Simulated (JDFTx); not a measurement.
The system is Rh.

```
Rh
1.0
     0.00000    1.89785    1.89785
     1.89785    0.00000    1.89785
     1.89785    1.89785    0.00000
Rh
1
Direct
  0.00000 0.00000 0.00000
```

* Program: JDFTx 1.7.0 (patched build)
* Task: relaxation of cell and atoms
* Functional: PBE
* Potentials or basis: SG15-PBE-1.2 with smoothed tails
* Cutoff: 1088 eV
* Density cutoff: 4354 eV
* k mesh: 6 × 6 × 6
* Occupations: fermi-dirac, width 0.05 eV
* Spin: no spin polarisation

At the start: pressure 9.1 GPa; volume 13.67 Å³/atom.

Where does the relaxation end?

Over 6 steps the energy falls by 12.7 meV/atom and the volume is 14.13 Å³/atom (+3.4 %); space group Fm-3m (No. 225, to 0.05 Å).

Step by step:
```csv
step,energy change (eV),largest force (eV/Å),pressure (GPa),volume (Å³)
1,0.0000,0.0000,9.13,13.67
2,-0.0031,0.0000,7.89,13.73
3,-0.0126,0.0000,0.69,14.09
4,-0.0127,0.0000,0.09,14.13
5,-0.0127,0.0000,0.01,14.13
6,-0.0127,0.0000,0.00,14.13
```

Final structure:
```
CELL_PARAMETERS angstrom
0.00000 1.91891 1.91891
1.91891 0.00000 1.91891
1.91891 1.91891 0.00000
ATOMIC_POSITIONS crystal
Rh 0.00000 0.00000 0.00000
```

Caveat: the k mesh is coarse (spacing up to 0.48 Å⁻¹), so the values aren't converged.
